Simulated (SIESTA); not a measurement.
Write the native input for SIESTA 5.4.2 that does the following.

```
Task                : optical spectrum
Functional          : LDA
Potentials or basis : PseudoDojo 0.4 standard (LDA files)
Basis               : TZP (energy shift 0.002 Ry)
Grid cutoff         : 800 Ry
Energy shift        : 0.002 Ry
k mesh              : 8 × 8 × 4
Occupations         : fermi-dirac, width 0.05 eV
Spin                : no spin polarisation
broadening (eV)     : 0.3 eV
window to (eV)      : 30 eV
polarisation        : unpolarized
direction           : 0.0 0.0 1.0
Optical mesh offset : true
```

CuO (Tenorite):

```
Cu O
1.0
     2.34185   -1.71130    0.00000
     2.34185    1.71130    0.00000
    -0.85003    0.00000    5.05787
Cu O
2 2
Direct
  0.50000 0.00000 0.50000
  0.00000 0.50000 0.00000
  0.41840 0.58160 0.75000
  0.58160 0.41840 0.25000
```

These files were run (other wordings do the same):

CuO.fdf

```
SystemName                      Tenorite
SystemLabel                     CuO
NumberOfSpecies                 2
NumberOfAtoms                   4
%block ChemicalSpeciesLabel
  1  29 Cu
  2   8 O
%endblock ChemicalSpeciesLabel

LatticeConstant                 1.0 Ang
%block LatticeVectors
     2.3418500000    -1.7113000000     0.0000000000
     2.3418500000     1.7113000000     0.0000000000
    -0.8500274268     0.0000000000     5.0578693947
%endblock LatticeVectors
AtomicCoordinatesFormat         Fractional
%block AtomicCoordinatesAndAtomicSpecies
     0.5000000000     0.0000000000     0.5000000000  1  Cu
     0.0000000000     0.5000000000     0.0000000000  1  Cu
     0.4184000000     0.5816000000     0.7500000000  2  O
     0.5816000000     0.4184000000     0.2500000000  2  O
%endblock AtomicCoordinatesAndAtomicSpecies

%block kgrid.MonkhorstPack
    8   0   0  0.0
    0   8   0  0.0
    0   0   4  0.0
%endblock kgrid.MonkhorstPack
XC.Functional                   LDA
XC.Authors                      PW92
PAO.BasisSize                   TZP
PAO.EnergyShift                 0.002 Ry
Mesh.Cutoff                     800 Ry
OccupationFunction              FD
ElectronicTemperature           0.05 eV
MaxSCFIterations                120
SCF.MustConverge                false
SCF.Mixer.Method                Pulay
SCF.Mixer.Weight                0.25
SCF.Mixer.History               8
SCF.DM.Tolerance                5.0e-05
SCF.H.Tolerance                 1.0e-03 eV
WriteForces                     true
Charge.Mulliken                 end
OpticalCalculation              true
Optical.Energy.Minimum          0.0 eV
Optical.Energy.Maximum          30 eV
Optical.Broaden                 0.3 eV
%block Optical.Mesh
  8 8 4
%endblock Optical.Mesh
Optical.OffsetMesh              true
Optical.PolarizationType        unpolarized
%block Optical.Vector
  0.0 0.0 1.0
%endblock Optical.Vector
```

Potentials or basis: PseudoDojo 0.4 standard (LDA files), TZP (energy shift 0.002 Ry).

Command:

```console
$ siesta < CuO.fdf > CuO.out 2>&1
```

It gave:

The pressure is -9.1 GPa and the largest force is 0.335 eV/Å. The band gap on the k mesh is none (metal or under the smearing width).

Caveat: the basis holds too few empty states to meet the f-sum rule, so the spectrum is short of weight at high energy; semicore shells carry a single zeta, which can move pressures by several GPa and volumes by a few percent; spectra need much finer meshes, so this one isn't converged; independent-particle spectra lack excitons; the intraband (Drude) part of a metal's response may be missing; the basis of atomic orbitals isn't converged, which shifts pressures, moduli and gaps; the run has no spin polarisation, though such a crystal can be magnetic; semilocal functionals often make such compounds metallic where correlation or magnetic order opens a gap, which also shifts bond lengths.

Run time: 77 s on 1 thread of Arm Neoverse V2, with other jobs on the host, peak memory 0.48 GiB.
